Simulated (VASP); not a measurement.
ZrS2:

```
Zr S
1.0
     3.69138    0.00000    0.00000
    -1.84569    3.19683    0.00000
     0.00000    0.00000    6.04108
Zr S
1 2
Direct
  0.00000 0.00000 0.00000
  0.66667 0.33333 0.76209
  0.33333 0.66667 0.23791
```

The cell is a database's computed one.

- Program: VASP 6.6.1
- Task: relaxation of cell and atoms
- Functional: PBE
- Dispersion: D3(BJ)
- Potentials or basis: VASP PAW PBE potentials, release 64 (Zr_sv, S)
- Cutoff: 600 eV
- k mesh: 9 × 9 × 5
- Occupations: gaussian, width 0.03 eV
- Spin: no spin polarisation

At the start: pressure -1.9 GPa; volume 23.76 Å³/atom.

Where does the relaxation end?

Over 12 steps the energy falls by 13.6 meV/atom and the volume is 21.84 Å³/atom (-8.1 %); space group P-3m1 (No. 164, to 0.05 Å).

The path:
| step | energy change (eV) | largest force (eV/Å) | pressure (GPa) | volume (Å³) |
| --- | --- | --- | --- | --- |
| 1 | 0.0000 | 0.0633 | -1.91 | 71.29 |
| 2 | -0.0046 | 0.4994 | 1.84 | 68.40 |
| 3 | -0.0109 | 0.3056 | 0.15 | 69.63 |
| 4 | -0.0179 | 0.2029 | 0.02 | 69.18 |
| 5 | -0.0218 | 0.0401 | -0.18 | 68.48 |
| 6 | -0.0279 | 0.0380 | -0.13 | 67.81 |
| 7 | -0.0396 | 0.0286 | 0.18 | 65.81 |
| 8 | -0.0049 | 0.0661 | 1.74 | 61.81 |
| 9 | -0.0399 | 0.0798 | 0.57 | 65.35 |
| 10 | -0.0309 | 0.2838 | -2.04 | 66.27 |
| 11 | -0.0408 | 0.0047 | -0.04 | 65.56 |
| 12 | -0.0408 | 0.0023 | -0.03 | 65.52 |

Final structure:
```cif
data_structure
_symmetry_space_group_name_H-M 'P 1'
_symmetry_Int_Tables_number 1
_cell_length_a 3.6352
_cell_length_b 3.6352
_cell_length_c 5.7250
_cell_angle_alpha 90.000
_cell_angle_beta 90.000
_cell_angle_gamma 120.000
_cell_volume 65.52
loop_
_atom_site_label
_atom_site_type_symbol
_atom_site_fract_x
_atom_site_fract_y
_atom_site_fract_z
_atom_site_occupancy
Zr1 Zr 0.00000 0.00000 0.00000 1
S1 S 0.66667 0.33333 0.74487 1
S2 S 0.33333 0.66667 0.25513 1
```
